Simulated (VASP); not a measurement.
# Be16C (a cell with a defect) in VASP: further runs, part 2 of 2

VASP 6.6.1.

### Step 4. Single point, PBEsol

INCAR reads:

```
SYSTEM = Be16C
PREC = Accurate ; ENCUT = 520
EDIFF = 1E-7 ; ISMEAR = 0
SIGMA = 0.05 ; LREAL = Auto
LASPH = .TRUE. ; NELM = 80
ALGO = Normal ; ISIF = 2
LWAVE = .FALSE. ; LCHARG = .FALSE.
GGA = PS ; NBANDS = 32
```

KPOINTS reads:

```
regular mesh
0
G
  5 5 3
  0 0 0
```

POSCAR reads:

```
Be16C
1.0
   -2.2900000000     -3.9663960000      0.0000000000
    3.4350000000     -1.9831980000      0.0000000000
    0.0000000000      0.0000000000      7.1768600000
Be C
16 1
Direct
    0.7555791641      0.4933368863     -0.0062978894
    0.5001916747      0.3355406907      0.2329739945
    0.7704438502      0.5097065249      0.5073645387
    0.5002848005      0.3339700391      0.7567932260
    0.5002636072     -0.0005500264     -0.0062023469
    0.2303323596      0.8236685740      0.2433411739
    0.5003037557     -0.0022483047      0.5174290128
    0.2450765615      0.8402329501      0.7568449752
    0.2449759917      0.4934035263     -0.0062608246
    0.0002530847      0.3010613030      0.2425212829
    0.2303295458      0.5096010403      0.5072981705
    0.0003929019      0.3362947645      0.7562263249
    0.0002697613     -0.0028281117     -0.0055858211
    0.7702132374      0.8236805504      0.2432813099
    0.0003978947      0.0323588646      0.5081416934
    0.7556322607      0.8400586755      0.7568574789
    0.5003857382      0.6664373230      0.3753178104
```

Potentials or basis: VASP PAW PBE potentials, release 64 (Be, C).

Run with:

```bash
$ cat potpaw_PBE.64/Be/POTCAR potpaw_PBE.64/C/POTCAR > POTCAR
$ mpirun -np 1 vasp_std > vasp.out
```

OUTCAR:

```text
SYSTEM = Be16C
   PREC = Accurate
   ENCUT = 520
   EDIFF = 1E-7
   ISMEAR = 0
   LREAL = Auto
   LASPH = .TRUE.
   NELM = 80
   ISIF = 2
   GGA = PS

 ion  position               nearest neighbor table
   1  0.756  0.493  0.994-  12 2.13   4 2.16   2 2.17  16 2.19  14 2.22   9 2.24  10 2.24  13 2.26
                             5 2.28  13 2.29   5 2.32   9 2.34
   2  0.500  0.336  0.233-  17 1.66   9 2.17   1 2.17   5 2.17  10 2.29  10 2.30   6 2.30  14 2.30
                             6 2.38  14 2.38
   3  0.770  0.510  0.507-  17 1.68  11 2.11  15 2.17  12 2.18  16 2.22  14 2.27   4 2.29   7 2.30
                            10 2.32  15 2.33   7 2.38
   4  0.500  0.334  0.757-   5 2.16   1 2.16   9 2.16   7 2.17   8 2.28  16 2.28  11 2.28   3 2.29
                            12 2.29  12 2.29  16 2.32   8 2.32
   5  0.500  0.999  0.994-   4 2.16   8 2.16  16 2.16   2 2.17   1 2.28   9 2.28  14 2.28   6 2.29
                            13 2.29  13 2.29   9 2.32   1 2.32
   6  0.230  0.824  0.243-  17 1.68  14 2.11  10 2.17  13 2.19   9 2.22  11 2.27   5 2.29   2 2.30
                            15 2.33  10 2.33   2 2.38
   7  0.500  0.998  0.517-  17 1.66   8 2.17  16 2.17   4 2.17  15 2.29  15 2.30  11 2.30   3 2.30
                            11 2.38   3 2.38
   8  0.245  0.840  0.757-  13 2.13   5 2.16   7 2.17   9 2.19  11 2.22  15 2.24  16 2.24  12 2.26
                             4 2.28  12 2.29   4 2.32  16 2.34
   9  0.245  0.493  0.994-  12 2.13   4 2.16   2 2.17   8 2.19   6 2.22   1 2.24  10 2.24  13 2.26
                             5 2.28  13 2.29   5 2.32   1 2.34
  10  0.000  0.301  0.243-  13 2.15  14 2.17   6 2.17  15 2.18   9 2.24   1 2.24   2 2.29   2 2.30
                             3 2.32  11 2.32  14 2.33   6 2.33
  11  0.230  0.510  0.507-  17 1.68   3 2.11  15 2.17  12 2.18   8 2.22   6 2.27   4 2.28   7 2.30
                            10 2.32  15 2.33   7 2.38
  12  0.000  0.336  0.756-   9 2.13   1 2.13  15 2.15  13 2.18   3 2.18  11 2.18   8 2.26  16 2.27
                             4 2.29   4 2.29  16 2.29   8 2.29
  13  0.000  0.997  0.994-  16 2.13   8 2.13  10 2.15  12 2.18  14 2.18   6 2.19   1 2.26   9 2.26
                             5 2.29   5 2.29   9 2.29   1 2.29
  14  0.770  0.824  0.243-  17 1.68   6 2.11  10 2.17  13 2.18   1 2.22   3 2.27   5 2.28   2 2.30
                            10 2.33  15 2.33   2 2.38
  15  0.000  0.032  0.508-  12 2.15  11 2.17   3 2.17  10 2.18   8 2.24  16 2.24   7 2.29   7 2.30
[... 208 lines left out ...]
 NGX is ok and might be reduce to    36
   NGX = 17   NGY = 15   NGZ = 27

 number of electron      36.0000000 magnetization

 Free energy of the ion-electron system (eV)
  ---------------------------------------------------
  ext. energy  EPLUGINS =         0.00000000
  ---------------------------------------------------
  free energy    TOTEN  =       -70.15838464 eV

  energy without entropy =      -70.15338698  energy(sigma->0) =      -70.15588581

 E-fermi :   7.3107     XC(G=0): -10.7522

 val. band max:        7.2977272965   @ k =   0.0000   0.2000   0.3333
 cond. band min:       7.3222891855   @ k =   0.0000   0.0000   0.0000
 fundamental gap:      0.0245618889
 Fermi energy:         7.3106526468

 k-point     1 :       0.0000    0.0000    0.0000
  band No.  band energies     occupation
      1      -6.6792      2.00000
      2      -3.2927      2.00000
      3      -2.2526      2.00000
      4      -0.3182      2.00000
      5       0.1232      2.00000
      6       1.2795      2.00000
[... 781 lines left out ...]
     29      12.6047      0.00000
     30      13.1553      0.00000

 [... further k-points ...]

 [bands above 30 left out]

------------------------ aborting loop because EDIFF is reached ----------------------------------------

  FORCE on cell =-STRESS in cart. coord.  units (eV):
  Direction    XX          YY          ZZ          XY          YZ          ZX
  --------------------------------------------------------------------------------------
  -------------------------------------------------------------------------------------
  Total        3.6071673      5.1559521     11.1246418      1.3274664     -1.4044969      2.4227955
  in kB       44.3282761     63.3612063    136.7100986     16.3131596    -17.2597836     29.7735982
  external PRESSURE =      81.4665270 kB  Pullay stress =       0.0000000 kB

 VOLUME and BASIS-vectors are now :
 -----------------------------------------------------------------------------
  energy-cutoff  :      520.00
  volume of cell :      130.38
      direct lattice vectors                 reciprocal lattice vectors
    -2.290000000 -3.966396000  0.000000000    -0.109170306 -0.189088533  0.000000000
     3.435000000 -1.983198000  0.000000000     0.218340611 -0.126059022  0.000000000
     0.000000000  0.000000000  7.176860000     0.000000000  0.000000000  0.139336702

 POSITION                                       TOTAL-FORCE (eV/Angst)
 -----------------------------------------------------------------------------------
     -0.03566     -3.97531      7.13166         0.005014     -0.007231      0.001329
      0.00714     -2.64940      1.67202        -0.016620      0.007988     -0.019393
     -0.01347     -4.06673      3.64128        -0.017645     -0.015702      0.020938
      0.00153     -2.64666      5.43140        -0.002411     -0.000560     -0.011423
      2.28751     -3.96635      7.13235         0.000916     -0.001857      0.008937
      2.30184     -2.54709      1.74643         0.017271      0.014577     -0.021613
[... 9 lines left out ...]
      1.15520     -4.66314      5.43186        -0.006416     -0.000179     -0.001231
      1.14333     -3.30641      2.69360         0.000262      0.000713      0.007350
 -----------------------------------------------------------------------------------
    total drift:                               -0.002465     -0.002270      0.008035

  FREE ENERGIE OF THE ION-ELECTRON SYSTEM (eV)
  ---------------------------------------------------
  free  energy   TOTEN  =       -70.1583846357 eV

  energy  without entropy=      -70.1533869826  energy(sigma->0) =      -70.15588581
```

OSZICAR:

```text
N       E                     dE             d eps       ncg     rms          rms(c)
DAV:   1     0.513740470991E+02    0.51374E+02   -0.14650E+04  2432   0.976E+02
DAV:   2    -0.660727372088E+02   -0.11745E+03   -0.10999E+03  3192   0.185E+02
DAV:   3    -0.731747778761E+02   -0.71020E+01   -0.69885E+01  3184   0.401E+01
DAV:   4    -0.732985403895E+02   -0.12376E+00   -0.12353E+00  3064   0.642E+00
DAV:   5    -0.733000715426E+02   -0.15312E-02   -0.15308E-02  3184   0.663E-01    0.876E+00
DAV:   6    -0.700753135199E+02    0.32248E+01   -0.69566E+00  3432   0.148E+01    0.321E+00
DAV:   7    -0.702298143071E+02   -0.15450E+00   -0.34927E+00  2960   0.763E+00    0.244E+00
DAV:   8    -0.701740537746E+02    0.55761E-01   -0.17002E-01  3416   0.218E+00    0.118E+00
DAV:   9    -0.701584274530E+02    0.15626E-01   -0.55691E-02  2992   0.127E+00    0.211E-01
DAV:  10    -0.701584428992E+02   -0.15446E-04   -0.52316E-03  2992   0.302E-01    0.119E-01
DAV:  11    -0.701584599039E+02   -0.17005E-04   -0.46107E-04  3024   0.125E-01    0.412E-02
DAV:  12    -0.701583809386E+02    0.78965E-04   -0.13137E-04  3008   0.804E-02    0.607E-03
DAV:  13    -0.701583854310E+02   -0.44924E-05   -0.40240E-05  2960   0.303E-02    0.602E-03
DAV:  14    -0.701583842872E+02    0.11438E-05   -0.38007E-06  3128   0.107E-02    0.851E-04
DAV:  15    -0.701583846004E+02   -0.31318E-06   -0.13923E-06  2952   0.534E-03    0.106E-03
DAV:  16    -0.701583846357E+02   -0.35311E-07   -0.33649E-08  2072   0.993E-04
   1 F= -.70158385E+02 E0= -.70155886E+02  d E =-.499765E-02
```

stdout:

```text
POSCAR found type information on POSCAR BeC
 POSCAR found :  2 types and      17 ions
 scaLAPACK will be used
 -----------------------------------------------------------------------------
|                                                                             |
|                                                                             |
|     You enforced a specific xc type in the INCAR file but a different       |
|     I HOPE YOU KNOW WHAT YOU ARE DOING!                                     |
|                                                                             |
 -----------------------------------------------------------------------------

 LDA part: xc-table for (Slater+PW92), standard interpolation
 POSCAR, INCAR and KPOINTS ok, starting setup
 FFT: planning ... GRIDC
 FFT: planning ... GRID_SOFT
 FFT: planning ... GRID
 WAVECAR not read
 entering main loop
```

Run time: 3 min. Hardware: 1 thread of Intel Xeon Platinum 8559C (Emerald Rapids), shared host; peak memory 0.27 GiB.

What came out:

```yaml
Free_energy: -70.1584 eV
Pressure: 8.1 GPa
Largest_force: 0.035 eV/Å
Band_gap_on_the_k_mesh: none (metal or under the smearing width)
```

Forces in eV/Å, atoms in the order of the input:
```
Be   0.005 -0.007  0.001
Be  -0.017  0.008 -0.019
Be  -0.018 -0.016  0.021
Be  -0.002 -0.001 -0.011
Be   0.001 -0.002  0.009
Be   0.017  0.015 -0.022
Be   0.014 -0.011  0.019
Be  -0.007  0.011  0.000
Be   0.009  0.000 -0.002
Be   0.017 -0.010  0.006
Be   0.007  0.024  0.024
Be   0.010 -0.002 -0.006
Be  -0.009  0.004  0.004
Be  -0.005 -0.026 -0.023
Be  -0.016  0.012 -0.007
Be  -0.006  0.000 -0.001
C    0.000  0.001  0.007
```

Stress tensor (GPa, compression positive):
```
 4.43  1.63  2.98
 1.63  6.34 -1.73
 2.98 -1.73 13.67
```

Caveat: the PAW data sets were made with another functional, which shifts forces and pressure a little.

### Step 5. Relaxation of the atoms, PBEsol

INCAR reads:

```
PREC     = Accurate       # precision mode
ENCUT    = 520            # plane-wave cutoff, eV
EDIFF    = 1E-6           # SCF threshold, eV
ISMEAR   = 0              # smearing method
SIGMA    = 0.05           # smearing width, eV
LREAL    = Auto         
LASPH    = True           # aspherical terms in the spheres
NELM     = 80             # most SCF steps
ALGO     = Normal         # electronic algorithm
ISIF     = 2              # what is computed and relaxed
LWAVE    = False          # write WAVECAR
LCHARG   = False          # write CHGCAR
GGA      = PS             # functional
IBRION   = 2              # ionic algorithm
NSW      = 80             # ionic steps
EDIFFG   = -0.03          # ionic threshold
```

KPOINTS reads:

```
Automatic mesh
0
Gamma
  5 5 3
```

POSCAR reads:

```
Be16C
1.0
   -2.2900000000     -3.9663960000      0.0000000000
    3.4350000000     -1.9831980000      0.0000000000
    0.0000000000      0.0000000000      7.1768600000
Be C
16 1
Direct
    0.7500000700      0.5000000400      0.0000000000
    0.5000000400      0.3333333600      0.2500000000
    0.7500000700      0.5000000400      0.5000000000
    0.5000000400      0.3333333600      0.7500000000
    0.5000000300      0.0000000200      0.0000000000
    0.2500000400      0.8333333600      0.2500000000
    0.5000000300      0.0000000200      0.5000000000
    0.2500000400      0.8333333600      0.7500000000
    0.2500000300      0.5000000200      0.0000000000
    0.0000000100      0.3333333400      0.2500000000
    0.2500000300      0.5000000200      0.5000000000
    0.0000000100      0.3333333400      0.7500000000
    0.0000000000      0.0000000000      0.0000000000
    0.7500000800      0.8333333800      0.2500000000
    0.0000000000      0.0000000000      0.5000000000
    0.7500000800      0.8333333800      0.7500000000
    0.5053255900      0.6670582300      0.3800441100
```

Run with:

```bash
$ cat potpaw_PBE.64/Be/POTCAR potpaw_PBE.64/C/POTCAR > POTCAR
$ mpirun -np 1 vasp_std > vasp.out
```

It took 45 min on 1 thread of AMD EPYC 7R43 (Zen 3), shared host; peak memory 0.27 GiB.

It converged, with:

```
Free energy                  : -70.1582 eV
Energy gained by relaxing    : 47.5 meV/atom
Ionic steps                  : 16
Pressure after relaxing      : 8.1 GPa
Largest force after relaxing : 0.027 eV/Å
Band gap on the k mesh       : none (metal or under the smearing width)
```

Forces in eV/Å, atoms in the order of the input:
```
Be  -0.001  0.004  0.023
Be  -0.013  0.008  0.018
Be  -0.001 -0.002 -0.001
Be  -0.002  0.000 -0.001
Be   0.001 -0.001  0.000
Be  -0.001  0.004  0.001
Be   0.015 -0.008 -0.014
Be   0.002 -0.003 -0.022
Be  -0.004 -0.002  0.024
Be  -0.021  0.013 -0.012
Be   0.004 -0.005 -0.007
Be   0.000  0.000 -0.003
Be   0.000  0.000  0.005
Be  -0.001 -0.009 -0.005
Be   0.021 -0.013  0.011
Be   0.003  0.000 -0.022
C   -0.001  0.015  0.006
```

Stress tensor (GPa, compression positive):
```
 4.34  1.58  2.76
 1.58  6.16 -1.59
 2.76 -1.59 13.81
```

Step by step:
```tsv
step	energy change (eV)	largest force (eV/Å)	pressure (GPa)
1	0.0000	2.7964	11.03
2	-0.5729	1.8937	7.81
3	-0.5803	1.6233	8.00
4	-0.6998	0.9138	7.38
5	-0.7091	0.5824	7.44
6	-0.7708	0.3811	7.72
7	-0.7869	0.3966	8.04
8	-0.7971	0.3936	8.14
9	-0.7979	0.2338	8.11
10	-0.8044	0.0683	8.10
11	-0.8047	0.0813	8.10
12	-0.8060	0.0818	8.11
13	-0.8060	0.1257	8.11
14	-0.8069	0.0543	8.11
15	-0.8072	0.0368	8.11
16	-0.8075	0.0274	8.10
```

Final structure:
```
Be C
1.0
    -2.29000   -3.96640    0.00000
     3.43500   -1.98320    0.00000
     0.00000    0.00000    7.17686
Be C
16 1
Direct
  0.75590 0.49398 0.99327
  0.50033 0.33714 0.23211
  0.76999 0.50867 0.50779
  0.50023 0.33349 0.75673
  0.50025 0.99991 0.99389
  0.23070 0.82470 0.24281
  0.50032 0.99682 0.51862
  0.24465 0.83919 0.75728
  0.24463 0.49403 0.99328
  0.00035 0.30312 0.24276
  0.23075 0.50854 0.50777
  0.00025 0.33552 0.75612
  0.00027 0.99766 0.99438
  0.77004 0.82456 0.24279
  0.00033 0.03007 0.50774
  0.75587 0.83924 0.75731
  0.50046 0.66709 0.37537
```

Levels at points of the mesh, in eV from the Fermi level:
| k point | band 15 | band 16 | band 17 | band 18 | band 19 | band 20 | band 21 | band 22 |
| --- | --- | --- | --- | --- | --- | --- | --- | --- |
| (0.00, 0.00, 0.00) | -2.21 | -1.18 | -1.00 | 0.03 | 0.58 | 0.70 | 1.60 | 1.71 |

Caveat: the PAW data sets were made with another functional, which shifts forces and pressure a little.

### Step 6. Summary

| task | cell | gap on the mesh (eV) | pressure (GPa) | largest force (eV/Å) |
| --- | --- | --- | --- | --- |
| single point | Pm, 7.67 Å³/atom | none | 7.5 | 2.09 |
| single point | P1, 7.67 Å³/atom | none | 8.1 | 0.04 |
| relaxation of the atoms | atoms relaxed | none | 8.1 | 0.03 |

Alike in all rows: level PBEsol; potentials or basis VASP PAW PBE potentials, release 64 (Be, C); no spin polarisation; k mesh 5 × 5 × 3; cutoff (eV) 520; smearing gaussian 0.05 eV.

Caveats: the PAW data sets were made with another functional, which shifts forces and pressure a little.

Total energies depend on the potentials used, so only differences within one code and one set of settings carry meaning.
